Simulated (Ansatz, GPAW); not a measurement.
This is a calculation of TiAl for Ansatz 0.2.0. The cell comes from a database or a generator and needn't be the stable form of this composition.

Contents of input.yaml:

```yaml
crystal:
  lattice:
    - [3.179064, 0.0, 0.0]
    - [0.0, 3.179064, 0.0]
    - [0.0, 0.0, 3.179064]
  atoms:
    - { symbol: Ti, position: [0.0, 0.0, 0.0] }
    - { symbol: Al, position: [0.5, 0.5, 0.5] }
hamiltonian:
  xc: pbesol
  pseudopotentials: { kind: paw }
  dispersion: d4
  hubbard: { sites: [{ species: Ti, l: d, u_eff: 4.5 }] }
kpoints:
  mp_grid: { grid: [8, 8, 8] }
scf:
  occupations: { method: fermi_dirac, width: 0.05 }
output:
  forces: true
  stress: true
  eigenvalues: true
```

Potentials or basis: Ansatz PAW.

The run is started by

```console
$ ansatz run input.yaml --threads 1 --pin off --max-ram 3584MiB --backend cpu --events-out ev --progress --plain --runs-dir out
```

What does the same run look like in GPAW 26.7.0 (ASE script)? Potentials or basis there: PAW data sets generated for this functional, cutoff 600 eV.

As run (cutoffs and basis follow the program's own potentials, and thresholds, step limits or extra output files can differ):

File run.py:

```python
from ase.calculators.mixing import SumCalculator
from ase.dft.bandgap import bandgap
from ase.io import read, write
from ase.units import Bohr, GPa
from dftd4.ase import DFTD4
from gpaw import GPAW, PW, setup_paths
from gpaw.elf import elf_from_dft_calculation

setup_paths.insert(0, '.')

atoms = read('TiAl.xyz')

calc = GPAW(mode=PW(600),
            xc='PBEsol',
            kpts={'size': (8, 8, 8), 'gamma': True},
            occupations={'name': 'fermi-dirac', 'width': 0.05},
            setups={'Ti': ':d,4.5'},
            nbands=17,
            convergence={'density': 1e-05, 'energy': 1e-05},
            maxiter=150,
            txt='gpaw.txt')
atoms.calc = SumCalculator([calc, DFTD4(method='pbesol')])
energy = atoms.get_potential_energy()
forces = atoms.get_forces()
stress = atoms.get_stress()
calc.write('gs.gpw')
write('result.traj', atoms)
print(f'Energy: {energy:.6f} eV')
print('Forces (eV/A):')
print(forces.round(4))
print('Stress (GPa):', (stress / GPa).round(3))
print('Fermi level:', round(calc.get_fermi_level(), 4), 'eV')
print(f'Gap: {bandgap(calc)[0]:.4f} eV, direct: {bandgap(calc, direct=True)[0]:.4f} eV')

# fields on the real-space grid
write('density.cube', atoms, data=calc.get_pseudo_density() * Bohr**3)
write('potential.cube', atoms, data=calc.get_electrostatic_potential())
write('elf.cube', atoms, data=elf_from_dft_calculation(calc).data)
```

TiAl.xyz

```xyz
2
Lattice="3.1790640000 0.0000000000 0.0000000000 0.0000000000 3.1790640000 0.0000000000 0.0000000000 0.0000000000 3.1790640000" Properties=species:S:1:pos:R:3 pbc="T T T"
Ti     0.0000000000      0.0000000000      0.0000000000
Al     1.5895320000      1.5895320000      1.5895320000
```

Potentials or basis: PAW data sets generated in the run's folder for this functional, pw.

Run with:

```sh
$ gpaw-setup -f PBEsol Al Ti
$ OMP_NUM_THREADS=1 python run.py
```

Both were run:

|  | Ansatz | GPAW |
| --- | --- | --- |
| Pressure | 0.9 GPa | -0.3 GPa |

Ansatz's pressure holds a Pulay term of +0.03 GPa for its cutoff of 420 eV, which the other run lacks.

Ansatz's potentials were made for PBE.

Where Ansatz's input types no cutoff or centring, it takes its own default and a Γ-centred mesh.

Pressure is positive in compression.
